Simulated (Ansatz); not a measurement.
Write the native input for Ansatz 0.2.0 that does the following.

```yaml
Task: relaxation of cell and atoms
Functional: BLYP
Dispersion: D3(BJ)
Potentials_or_basis: Ansatz PAW
Cutoff: "420 eV (not typed: the program's choice for these potentials)"
k_mesh: 8 × 8 × 5
Occupations: fermi-dirac, width 0.05 eV
Spin: no spin polarisation
```

ZrSe2:

```
Zr Se
1.0
     3.79800    0.00000    0.00000
    -1.89900    3.28916    0.00000
     0.00000    0.00000    6.19200
Zr Se
1 2
Direct
  0.00000 0.00000 0.00000
  0.66667 0.33333 0.75000
  0.33333 0.66667 0.25000
```

These files were run (other wordings do the same):

input.yaml

```yaml
crystal:
  lattice:
    - [3.798, 0.0, 0.0]
    - [-1.899, 3.2891644836, 0.0]
    - [0.0, 0.0, 6.192]
  atoms:
    - { symbol: Zr, position: [0.0, 0.0, 0.0] }
    - { symbol: Se, position: [0.6666666667, 0.3333333333, 0.75] }
    - { symbol: Se, position: [0.3333333333, 0.6666666667, 0.25] }
hamiltonian:
  xc: blyp
  pseudopotentials: { kind: paw }
  dispersion: d3bj
kpoints:
  mp_grid: { grid: [8, 8, 5] }
scf:
  occupations: { method: fermi_dirac, width: 0.05 }
output:
  forces: true
  stress: true
relax:
  f_tol: 0.01
  max_steps: 40
  cell: { stress_tol: 0.05 }
```

Potentials or basis: Ansatz PAW.

Command:

```console
$ ansatz run input.yaml --threads 2 --pin off --max-ram 5632MiB --backend cpu --events-out ev --progress --plain --runs-dir out
```

It gave:

* Relaxed volume: 24.09 Å³/atom
* Relaxed cell: a = 3.761 Å, b = 3.761 Å, c = 5.899 Å, α = 90.00°, β = 90.00°, γ = 120.00°
* Space group after relaxing (to 0.05 Å): P-3m1 (No. 164)
* Energy gained by relaxing: 22.3 meV/atom
* Ionic steps: 6
* Pressure after relaxing: 0.0 GPa

Caveat: the plane-wave basis is chosen anew once the cell has moved, so the energies of steps on either side of that aren't comparable; the PAW data sets come from PBE, with cores solved anew for the run's functional, which leaves a small shift of forces and pressure.

It took 14 s on 2 threads of Arm Neoverse V2 (shared host), peak memory 0.41 GiB.
